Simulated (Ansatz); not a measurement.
# ZrN under changes of volume

One of the cells (12.167 Å³/atom); the others are scaled copies at fixed shape and fractional positions:

```xyz
2
Lattice="0.0000 2.3000 2.3000 2.3000 0.0000 2.3000 2.3000 2.3000 0.0000" Properties=species:S:1:pos:R:3 pbc="T T T"
Zr    2.3000    2.3000    2.3000
N     0.0000    0.0000    0.0000
```

| Item | Value |
| --- | --- |
| Program | Ansatz 0.2.0 |
| Functional | r2SCAN |
| Potentials or basis | Ansatz PAW |
| Cutoff | 500 eV (not typed: the program's choice for these potentials) |
| k mesh | 10 × 10 × 10 |
| Occupations | fermi-dirac, width 0.05 eV |
| Spin | no spin polarisation |

```csv
volume (Å³/atom),energy over the lowest point (meV/atom),pressure (GPa)
11.437,27.85,15.5
11.680,?,?
11.924,0.43,3.0
12.167,0.00,-2.3
12.410,7.24,-7.1
12.654,21.39,-11.4
12.897,41.73,-15.3
```

**Question.** What does the run at 11.680 Å³/atom give?

**Answer.** Energy over the lowest point 9.40 meV/atom; pressure 8.9 GPa.

Worked out: A Birch-Murnaghan fit of order 3 (a polynomial in V^(-2/3)) to the other rows has its minimum at 12.06 Å³/atom with B0 = V·E''(V) = 262 GPa and B' = 4.3. It gives 9.42 meV/atom at 11.680 Å³/atom, against the run's 9.40, and -dE/dV = 8.9 GPa, against 8.9.

Energies are extrapolated to zero smearing.

Caveats: the PAW data sets come from PBE, with cores solved anew for the run's functional, which leaves a small shift of forces and pressure.
